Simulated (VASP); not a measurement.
A run of VASP 6.6.1 is set up as follows.

The input INCAR:

```
SYSTEM = Ba
PREC     = Accurate       ! precision mode
ENCUT    = 520            ! plane-wave cutoff, eV
EDIFF    = 1E-6           ! SCF threshold, eV
ISMEAR   = -1             ! smearing method
SIGMA    = 0.1            ! smearing width, eV
LREAL    = .False.        ! projectors in reciprocal space
LASPH    = .True.         ! aspherical terms in the spheres
NELM     = 80             ! most SCF steps
ALGO     = Fast           ! electronic algorithm
ISIF     = 2              ! what is computed and relaxed
LWAVE    = .False.        ! write WAVECAR
LCHARG   = .True.         ! write CHGCAR
GGA      = RP             ! functional
LELF     = .True.         ! ELF
LVHAR    = .True.       
NBANDS   = 17             ! bands
```

File KPOINTS:

```
Automatic mesh
0
Gamma
  10 10 7
  0 0 0
```

Contents of POSCAR:

```
Ba
1.0
   -3.8367825148      3.8360770452      2.0744467773
    3.8360770452     -3.8367825148      2.0744467773
    3.8373241980      3.8373241980     -2.0757388462
Ba
2
Direct
    0.9999833809      0.0000166191      1.0000000000
    0.7500166191      0.2499833809      0.5000000000
```

Potentials or basis: VASP PAW PBE potentials, release 64 (Ba_sv).

Command:

```bash
$ cat potpaw_PBE.64/Ba_sv/POTCAR > POTCAR
$ mpirun -np 1 vasp_std > vasp.out
```

(1) Estimate the pressure.

(2) Estimate the band gap on the k mesh.

Results:

(1) 0.7 GPa.

(2) none (metal or under the smearing width).

Caveat: the PAW data sets were made with another functional, which shifts forces and pressure a little.
